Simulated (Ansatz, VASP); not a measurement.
**WS2 in VASP and in Ansatz**

```
W S
1.0
     3.12370    0.00000    0.00000
    -1.56185    2.70521    0.00000
     0.00000    0.00000   16.93628
W S
1 2
Direct
  0.33333 0.66667 0.00000
  0.66667 0.33333 0.90714
  0.66667 0.33333 0.09286
```

Alike in both runs: functional PBEsol; dispersion D3(BJ); k mesh 12 × 12 × 2; occupations gaussian, width 0.02 eV; no spin polarisation.

Ansatz relaxed the structure, and its values are those at the end. VASP's run is a single point on that final structure, the one shown.

|  | VASP | Ansatz |
| --- | --- | --- |
| version | VASP 6.6.1 | Ansatz 0.2.0 |
| potentials or method | VASP PAW PBE potentials, release 64 (W_sv, S) | scalar-relativistic, plane waves, PAW |
| plane-wave cutoff (eV) | 520 | 420 |
| valence electrons in the cell | 26 | 26 |

Ansatz gave:

* gap on the k mesh at the Fermi level (eV): 1.99
* least direct gap on the mesh (eV): 2.04
* rms of the force components (eV/Å): 0.002

Question: Estimate VASP's values.

Answer: gap on the k mesh at the Fermi level (eV): 1.99; least direct gap on the mesh (eV): 2.04; rms of the force components (eV/Å): 0.009.

Caveats: the PAW data sets were made with another functional, which shifts forces and pressure a little (VASP); spin-orbit coupling is left out, which moves the levels of the heavy elements.
